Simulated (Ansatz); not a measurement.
# Sr (hcp): a workflow

**The experiment.** The Crystallography Open Database holds a cell as deposited of hexagonal Sr (space group P6_3/mmc), temperature not stated (1962): a, c = 4.310, 7.050 Å, 56.71 Å³/atom.

Method: PBE, scalar-relativistic; no spin polarisation; PAW, 420 eV, 12×12×6 k-mesh, Gaussian smearing of 0.05 eV; code Ansatz; PAW files: Ansatz's generated set soft_2.

At room temperature and ambient pressure Sr is fcc.

The start, 1 % under the database's volume:

```yaml
crystal:
  lattice:
    - [4.29891, 0.00000, 0.00000]
    - [-2.14946, 3.72297, 0.00000]
    - [0.00000, 0.00000, 7.02155]
  atoms:
    - { symbol: Sr, position: [0.33333, 0.66667, 0.75000] }
    - { symbol: Sr, position: [0.66667, 0.33333, 0.25000] }
```

The steps in volume:

```
run  level   k-mesh                    kind  V (Å³/atom)  P (GPa)  E − E(final) (meV/atom)  gap on the mesh (eV)
  1    PBE  12×12×6  cell and atoms relaxed        55.41      0.0                      0.0                 metal
```

The final structure (symmetry read at 0.01 Å). The structure is hexagonal, space group P6_3/mmc (No. 194). The conventional cell has a = 4.270 Å, b = 4.270 Å, c = 7.017 Å, α = 90.00°, β = 90.00°, γ = 120.00°. Sr (site symmetry -6m2) is surrounded by 12 Sr at 4.27 to 4.29 Å. (Neighbours are counted to 15 % beyond the shortest distance.)

| atom | site | symmetry | x | y | z |
| --- | --- | --- | --- | --- | --- |
| Sr | 2d | -6m2 | 0.3333 | 0.6667 | 0.7500 |

- At the final geometry the gap, band path included, is zero (metallic).

**Against experiment.** PBE gives 4.270, 7.017 Å and 55.41 Å³/atom, −2.3 % in volume (−0.8 % in length) from the database's cell. PBE more often overestimates volumes; a smaller cell is partly the thermal expansion and zero-point motion that the static lattice lacks. The database's entry may also be off.
